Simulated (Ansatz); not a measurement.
# From the elastic tensor of ZnSe at 8 GPa (stress–strain coefficients) to moduli and sound speeds

Computed with DFT PBEsol, scalar-relativistic, plane waves, PAW in Ansatz. Cutoff 420 eV, 8×8×8 k-points (Γ-centred), fixed occupations. No spin polarisation.

It takes space group F-43m (No. 216, cubic). The conventional cell has a = 5.452 Å, b = 5.452 Å, c = 5.452 Å, α = 90.00°, β = 90.00°, γ = 90.00°. Zn (site symmetry -43m) has 4 Se at 2.36 Å as nearest neighbours. Se (site symmetry -43m) has 4 Zn at 2.36 Å as nearest neighbours.

At this pressure the crystal is close to a known change of phase.

Relaxed-ion constants (GPa, on the Cartesian axes of the calculation):
C11 = 120.7, C12 = 89.0, C13 = 89.0, C22 = 120.7, C23 = 89.0, C33 = 120.7, C44 = 39.5, C55 = 39.5, C66 = 39.5 GPa; the others vanish.

Density 5.916 g/cm³; 2 atoms in 40.52 Å³.

The values that follow are for a polycrystal of randomly turned grains, by Hill's mean where one number stands. In a crystal this anisotropic the Voigt and Reuss bounds lie far apart, so Hill's mean and the sound speeds and Debye temperature from it are rough.

With S = C⁻¹: B_V = (C11+C22+C33+2(C12+C13+C23))/9, G_V = (C11+C22+C33−C12−C13−C23+3(C44+C55+C66))/15, 1/B_R = S11+S22+S33+2(S12+S13+S23), 15/G_R = 4(S11+S22+S33−S12−S13−S23)+3(S44+S55+S66); Hill is their mean. Then v_l = √((B+4G/3)/ρ), v_t = √(G/ρ), v_m = [(2/v_t³+1/v_l³)/3]^(−1/3) and Θ = (ħ/k_B)·v_m·(6π²n/V)^(1/3) for n atoms in the volume V; E = 9BG/(3B+G), ν = (3B−2G)/(2(3B+G)) and A^U = 5G_V/G_R + B_V/B_R − 6.

| Quantity | Value |
| --- | --- |
| Bulk modulus, Voigt / Reuss / Hill | 99.6 / 99.6 / 99.6 GPa |
| Shear modulus, Voigt / Reuss / Hill | 30.0 / 24.7 / 27.4 GPa |
| Young's modulus | 75 GPa |
| Poisson ratio | 0.374 |
| Pugh ratio B/G | 3.64 |
| Universal anisotropy index | 1.08 |
| Longitudinal and transverse sound speeds | 4796 and 2151 m/s |
| Debye temperature from the mean sound speed | 265 K |

Cost: 1 run of about 1.1 core-minutes, on Intel Xeon Platinum 8488C (Sapphire Rapids) (shared hosts).

Zinc-blende ZnSe at this pressure resists compression much more strongly than shear. Changing the volume must shorten the Zn–Se bonds, whereas shear can largely be taken up by bending the tetrahedral angles, for which the partly ionic bonds offer only a weak restoring force. The softest shear is the tetragonal one, governed by C11 − C12; its modulus (C11 − C12)/2 is less than half of C44. The crystal is therefore stiffest in tension along the cube diagonals and most compliant along the cube axes. C12 exceeds C44 by far more than the applied pressure would cause in a lattice of purely central forces, which points to non-central forces and internal displacement of the sublattices under strain. The high Pugh ratio reflects this weak shear resistance and is no evidence of ductility, which depends on dislocations and fracture. The constants meet the cubic conditions for stability against small homogeneous strains, but this doesn't settle whether a denser, more highly coordinated phase has the lower enthalpy.
